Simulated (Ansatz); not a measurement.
BeS, h-MgO type (no longer in that coordination), relaxed with r2SCAN, was run in the PAW code Ansatz under altered settings. All numbers are computed, without spin polarisation but where a row says otherwise.

```
CELL_PARAMETERS angstrom
3.46216 0.00000 0.00000
-1.73108 2.99832 0.00000
0.00000 0.00000 6.99243
ATOMIC_POSITIONS crystal
Be 0.33333 0.66667 0.25000
Be 0.66667 0.33333 0.75000
S 0.66667 0.33333 0.25000
S 0.33333 0.66667 0.75000
```

The base run's other keys:
```yaml
kpoints:
  mp_grid: { grid: [6, 6, 2] }
hamiltonian:
  xc: hse06
scf:
  occupations: { method: fixed }
  n_extra_bands: 5
```

It takes 10 iterations with 1397 plane waves at 420 eV and 14 k points, and leaves a mean stress of -0.36 GPa. The gap over this mesh is 5.240 eV. It ran on 4 threads of Arm Neoverse N1, on a shared host.

Outcomes, with energy and stress as changes against the base:

| setting | outcome | ΔF (meV/atom) | Δ mean stress (GPa) | gap on the mesh (eV) | iterations | wall time |
| --- | --- | --- | --- | --- | --- | --- |
| hamiltonian.xc: lc_wpbe | converged | – | -1.0 | 10.387 | 11 | 17 s |
| PBE hybrid, exx coeff 0.15, unscreened | converged | – | +0.3 | 5.239 | 9 | 12 s |

A dash marks a value that wasn't obtained or can't be compared. Stress is positive in compression. The base took 14 s. The base's mesh is coarse for a hybrid, so its own values aren't converged.

- hamiltonian.xc: lc_wpbe. The mean stress moves by -1.0 GPa and the gap on the mesh by +5.147 eV (to 10.387). It's another functional on the same cell, so totals aren't comparable.
- PBE hybrid, exx coeff 0.15, unscreened. That is 15 % exact exchange, at all ranges, against HSE06's 25 % screened at 0.208 1/Å. The mean stress moves by +0.3 GPa and the gap on the mesh by -0.001 eV (to 5.239). Totals of different functionals aren't comparable.

The program warns that its thresholds are loose for a hybrid's stress.

The meshes of the hybrids are coarse, so their gaps aren't converged to the digits shown.
